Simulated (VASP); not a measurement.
## Te2Pt (Moncheite): relaxation of cell and atoms with PBE

Te2Pt (Moncheite):

```
Te Pt
1.0
     4.08311    0.00000    0.00000
    -2.04156    3.53608    0.00000
     0.00000    0.00000    5.39156
Te Pt
2 1
Cartesian
  0.0000 2.3574 1.3643
  2.0416 1.1787 4.0273
  0.0000 0.0000 0.0000
```

| Quantity | Value |
| --- | --- |
| Program | VASP 6.6.1 |
| Task | relaxation of cell and atoms |
| Functional | PBE |
| Potentials or basis | VASP PAW PBE potentials, release 64 (Te, Pt) |
| Cutoff | 300 eV |
| k mesh | 6 × 6 × 4 |
| Occupations | methfessel-paxton, width 0.1 eV |
| Spin | no spin polarisation |
| Further INCAR settings | ALGO = Normal; EDIFF = 1e-07; IBRION = 2; EDIFFG = -0.005; NSW = 90; ISIF = 3 |

```
Relaxed volume                         : 25.91 Å³/atom
Relaxed cell                           : a = 4.081 Å, b = 4.081 Å, c = 5.390 Å, α = 90.00°, β = 90.00°, γ = 120.00°
Space group after relaxing (to 0.05 Å) : P-3m1 (No. 164)
Energy gained by relaxing              : 0.0 meV/atom
Ionic steps                            : 8
Pressure after relaxing                : 0.0 GPa
Band gap on the k mesh                 : none (metal or under the smearing width)
```

Final structure:
```
Te Pt
1.0
     4.08080    0.00000    0.00000
    -2.04040    3.53407    0.00000
     0.00000    0.00000    5.38983
Te Pt
2 1
Direct
  0.33333 0.66667 0.25335
  0.66667 0.33333 0.74665
  0.00000 0.00000 0.00000
```

Levels at points of the mesh, in eV from the Fermi level:
| k point | band 9 | band 10 | band 11 | band 12 | band 13 | band 14 |
| --- | --- | --- | --- | --- | --- | --- |
| (0.00, 0.00, 0.00) | -0.47 | -0.47 | 1.10 | 1.10 | 1.28 | 2.93 |
| (0.50, 0.00, 0.00) | -3.26 | -3.15 | -2.78 | 0.20 | 2.32 | 3.69 |
| (0.00, 0.00, 0.50) | -1.48 | -1.02 | -1.02 | 2.09 | 2.09 | 4.12 |
| (0.50, 0.00, 0.50) | -3.11 | -2.32 | -0.78 | 0.59 | 1.26 | 3.91 |

Wall time 47 s on 1 thread of Intel(R) Xeon(R) Platinum 8488C (Sapphire Rapids), with other jobs on the host, peak memory 0.14 GiB.

Spin-orbit coupling is left out, which matters for the levels of Pt, Te.
